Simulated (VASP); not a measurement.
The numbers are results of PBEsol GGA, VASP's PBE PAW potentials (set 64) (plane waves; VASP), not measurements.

VASP input:

POSCAR:
```
ZnTe
1
   -0.0303240344     3.0324034432     3.0324034432
    3.0324034432    -0.0303240344     3.0324034432
    3.0020794088     3.0020794088     0.0000000000
Zn Te
1 1
Direct
  0.0000000000   0.0000000000   0.0000000000
  0.2500000000   0.2500000000   0.2500000000
```

**KPOINTS**
```
Automatic mesh
0
Gamma
8 8 8
0 0 0
```

**INCAR**
```
! general
SYSTEM =ZnTe
PREC   =Accurate
ENCUT  =480
LREAL  =.FALSE.
LASPH  =.TRUE.

! electronic loop
EDIFF  =1E-7
NELM   =100
ALGO   =Normal
LMAXMIX=4

! smearing
ISMEAR =0
SIGMA  =0.05

! functional
GGA    =PS

! ions
ISIF   =2

! output
LWAVE  =.FALSE.
LCHARG =.FALSE.
```

POTCAR, in this order: Zn Te (PBE.64 set). Program: vasp_std.

What VASP printed:

### OSZICAR
```
       N       E                     dE             d eps       ncg     rms          rms(c)
DAV:   1     0.758667608983E+02    0.75867E+02   -0.82325E+03  2470   0.138E+03
DAV:   2    -0.181313355499E+01   -0.77680E+02   -0.74825E+02  2675   0.251E+02
DAV:   3    -0.606019250034E+01   -0.42471E+01   -0.42319E+01  3085   0.601E+01
DAV:   4    -0.612101218190E+01   -0.60820E-01   -0.60808E-01  3183   0.712E+00
DAV:   5    -0.612197645606E+01   -0.96427E-03   -0.96427E-03  3061   0.713E-01    0.498E+00
DAV:   6    -0.592724373374E+01    0.19473E+00   -0.77230E-01  3020   0.277E+01    0.391E+00
DAV:   7    -0.591474413371E+01    0.12500E-01   -0.13298E-01  2755   0.452E+00    0.164E+00
DAV:   8    -0.591229921519E+01    0.24449E-02   -0.49099E-03  3150   0.737E-01    0.382E-01
DAV:   9    -0.591217956598E+01    0.11965E-03   -0.82410E-04  2925   0.462E-01    0.129E-01
DAV:  10    -0.591218483108E+01   -0.52651E-05   -0.12103E-04  2823   0.121E-01    0.917E-02
DAV:  11    -0.591220611522E+01   -0.21284E-04   -0.37766E-05  2623   0.398E-02    0.171E-02
DAV:  12    -0.591220790027E+01   -0.17851E-05   -0.57679E-06  3189   0.362E-02    0.182E-02
DAV:  13    -0.591220781361E+01    0.86659E-07   -0.10157E-06  2820   0.116E-02    0.814E-03
DAV:  14    -0.591220786720E+01   -0.53590E-07   -0.32922E-07  2945   0.408E-03
   1 F= -.59122079E+01 E0= -.59122079E+01  d E =-.180263E-10
```

OUTCAR:
```
------------------------ aborting loop because EDIFF is reached ----------------------------------------
  FORCE on cell =-STRESS in cart. coord.  units (eV):
  Direction    XX          YY          ZZ          XY          YZ          ZX
  --------------------------------------------------------------------------------------
  Total        0.0657046      0.0657046      0.0608408      0.3400278      0.0000000      0.0000000
  in kB        1.8878137      1.8878137      1.7480672      9.7696157      0.0000000      0.0000000
  external PRESSURE =       1.8412316 kB  Pullay stress =       0.0000000 kB
  volume of cell :       55.76
      direct lattice vectors                 reciprocal lattice vectors
    -0.030324034  3.032403443  3.032403443    -0.163253180  0.163253180  0.164885712
     3.032403443 -0.030324034  3.032403443     0.163253180 -0.163253180  0.164885712
     3.002079409  3.002079409  0.000000000     0.166551224  0.166551224 -0.164885712
 POSITION                                       TOTAL-FORCE (eV/Angst)
 -----------------------------------------------------------------------------------
      0.00000      0.00000      0.00000        -0.000000     -0.000000     -0.109892
      1.50104      1.50104      1.51620         0.000000      0.000000      0.109892
 -----------------------------------------------------------------------------------
    total drift:                               -0.000001     -0.000001     -0.000713
  FREE ENERGIE OF THE ION-ELECTRON SYSTEM (eV)
  ---------------------------------------------------
  free  energy   TOTEN  =        -5.9122078672 eV

  energy  without entropy=       -5.9122078672  energy(sigma->0) =       -5.91220787
```
(Selected blocks of OUTCAR.)

The compound is ZnTe in the zinc blende structure. This cell was strained or had an atom moved on purpose.
